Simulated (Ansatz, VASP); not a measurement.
**TiO2 in VASP and in Ansatz**

```
Ti O
1.0
     4.59125    0.00000    0.00000
     0.00000    4.59125    0.00000
     0.00000    0.00000    2.93899
Ti O
2 4
Cartesian
  0.0000 0.0000 0.0000
  2.2956 2.2956 1.4695
  1.3978 1.3978 0.0000
  0.8979 3.6934 1.4695
  3.1935 3.1935 0.0000
  3.6934 0.8979 1.4695
```

Alike in both runs: functional PBEsol; k mesh 6 × 6 × 10; occupations gaussian, width 0.02 eV; no spin polarisation.

Ansatz relaxed the structure, and its values are those at the end. VASP's run is a single point on that final structure, the one shown.

|  | VASP | Ansatz |
| --- | --- | --- |
| version | VASP 6.6.1 | Ansatz 0.2.0 |
| potentials or method | VASP PAW PBE potentials, release 64 (Ti_sv, O) | scalar-relativistic, plane waves, PAW |
| plane-wave cutoff (eV) | 520 | 420 |
| valence electrons in the cell | 48 | 48 |

```tsv
	VASP	Ansatz	Ansatz less VASP
gap on the k mesh at the Fermi level (eV)	1.84	1.87	+0.027
least direct gap on the mesh (eV)	1.84	1.87	+0.027
pressure (GPa)	0.6	0.0	-0.64
rms of the force components (eV/Å)	0.012	0.000	-0.0117
```

Caveats: the PAW data sets were made with another functional, which shifts forces and pressure a little (VASP). A k mesh can miss the band edges.
